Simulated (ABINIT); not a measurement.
Ge, 1 atom in the cell. Symmetry: Cmmm, No. 65, orthorhombic system. The conventional cell has a = 2.794 Å, b = 5.201 Å, c = 2.698 Å, α = 90.00°, β = 90.00°, γ = 90.00°. Around Ge (site symmetry mmm) lie 8 Ge at 2.70 to 2.95 Å. This isn't the form of Ge at room conditions, which is diamond.

* Program: ABINIT 10.8.3 (patched build)
* Task: single point
* Functional: PBE
* Potentials or basis: PseudoDojo NC SR PBE v0.4.1 standard
* Cutoff: 952 eV
* k mesh: 8 × 8 × 8
* Occupations: fermi-dirac, width 0.05 eV
* Spin: no spin polarisation

Potentials or basis: PseudoDojo NC SR PBE v0.4.1 standard.

Run with:

```sh
$ mpirun --bind-to none -np 4 abinit run.abi > log 2>&1
```

Hardware: 4 MPI ranks on Arm Neoverse V1, on a shared host.

How long does it take, and how much memory?

Wall time 9.5 s on 4 MPI ranks on Arm Neoverse V1, with other jobs on the host, peak memory 0.24 GiB a rank. Counts: scf iterations 8, mpi ranks 4, k points 105, bands 11, plane waves 1324.
